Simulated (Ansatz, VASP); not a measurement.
## KCl: VASP beside Ansatz

The input POSCAR:

```
KCl
1.0
    3.6340000000      0.0000000000      0.0000000000
    0.0000000000      3.6340000000      0.0000000000
    0.0000000000      0.0000000000      3.6340000000
K Cl
1 1
Direct
    0.0000000000      0.0000000000      0.0000000000
    0.5000000000      0.5000000000      0.5000000000
```

File INCAR.step1:

```
ALGO = Normal ; EDIFF = 1E-4
ENCUT = 600 ; GGA = PE
ISMEAR = 0 ; LASPH = True
LCHARG = False ; LREAL = False
LWAVE = True ; NELM = 80
PREC = Accurate ; SIGMA = 0.02
```

INCAR.step2

```
ALGO = Normal ; EDIFF = 1E-7
EDIFFG = -0.005 ; ENCUT = 600
IBRION = 2 ; ISIF = 3
ISMEAR = 0 ; ISTART = 1
LASPH = True ; LCHARG = False
LMIXTAU = True ; LREAL = False
LWAVE = False ; METAGGA = R2SCAN
NELM = 80 ; NSW = 100
PREC = Accurate ; SIGMA = 0.02
```

Contents of KPOINTS:

```
k-points
0
Gamma
  6 6 6
```

Input for Ansatz:

```yaml
crystal:
  lattice:
    - [3.634, 0.0, 0.0]
    - [0.0, 3.634, 0.0]
    - [0.0, 0.0, 3.634]
  atoms:
    - { symbol: K, position: [0.0, 0.0, 0.0] }
    - { symbol: Cl, position: [0.5, 0.5, 0.5] }
basis:
  ecutwfc: 500
kpoints:
  mp_grid: { grid: [6, 6, 6] }
hamiltonian:
  xc: r2scan
scf:
  occupations: { method: gaussian, width: 0.02 }
output:
  forces: true
  stress: true
  eigenvalues: true
  write_density: true
  write_potential: true
  elf: true
  volumetric_format: npy
relax:
  adjacent_minimum: "off"
  f_tol: 0.005
  max_steps: 80
  cell: { stress_tol: 0.05 }
```

Measurements of this composition are mostly on another form, of space group No. 225.

Alike in both runs: task relaxation of cell and atoms; functional r2SCAN; k mesh 6 × 6 × 6; occupations gaussian, width 0.02 eV; no spin polarisation.

```csv
,VASP,Ansatz
version,VASP 6.6.1,Ansatz 0.2.0
potentials or method,"VASP PAW PBE potentials, release 64 (K_sv, Cl)","scalar-relativistic, plane waves, PAW"
plane-wave cutoff (eV),600,500
valence electrons in the cell,16,16
```

```tsv
	VASP	Ansatz	Ansatz less VASP
gap on the k mesh at the Fermi level, each at its own relaxed structure (eV)	5.81	5.80	-0.004
relaxed volume (Å³/atom)	26.81	26.80	-0.010
relaxed cell length with the largest relative difference (Å)	3.771	3.770	-0.0005
energy change over the relaxation (meV/atom)	-26	-26	+0.3
```

Caveats: the PAW data sets were made with another functional, which shifts forces and pressure a little (VASP); the volume moved by +12 % from the deposited cell, more than functionals usually miss. Zero-point motion and thermal expansion aren't in these numbers. A k mesh can miss the band edges.
